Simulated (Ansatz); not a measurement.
## MoSi₂: energy along a strain

MoSi₂, P6_222, a = 4.574 Å, c = 6.567 Å. This isn't the usual stable structure of the compound. Ansatz: PBEsol, PAW, 420 eV, Γ-centred 12×12×6 mesh on 9 atoms, Gaussian smearing 0.15 eV; no spin polarisation. Cell vectors (Å): 4.574 0.000 0.000; -2.287 3.962 0.000; 0.000 0.000 6.567. The cell is strained by x per cent times the pattern (1 -1 0 0 0 0) in the order xx yy zz yz xz xy (engineering shears), with fractional coordinates held. y is the free energy over the start, V0 = 13.222 Å³/atom.

```
x (%) y (meV/atom)
-4.00         45.07
-3.00         25.63
-2.00         11.52
-1.00          2.91
 0.00          0.00
 1.00          2.98
 2.00         12.06
 3.00         27.47
 3.50             ?
 4.00         49.40
```

Problem. Fit y = c2 x² + c3 x³ to the other rows, get the stiffness along the pattern, and predict the missing energy.

Solution. Least squares on the rows shown. y = 2.9515 x² + 0.033864 x³. The clamped-ion stiffness p·C·p = 2 × 29.51 eV × 160.2 / 13.222 Å³ = 715 GPa. At x = 3.50 the fit asked for gives 37.61 meV/atom. The run gave 37.60 meV/atom, so the fit is 0.01 meV/atom too high, within the rms miss on the fitted rows (0.01 meV/atom).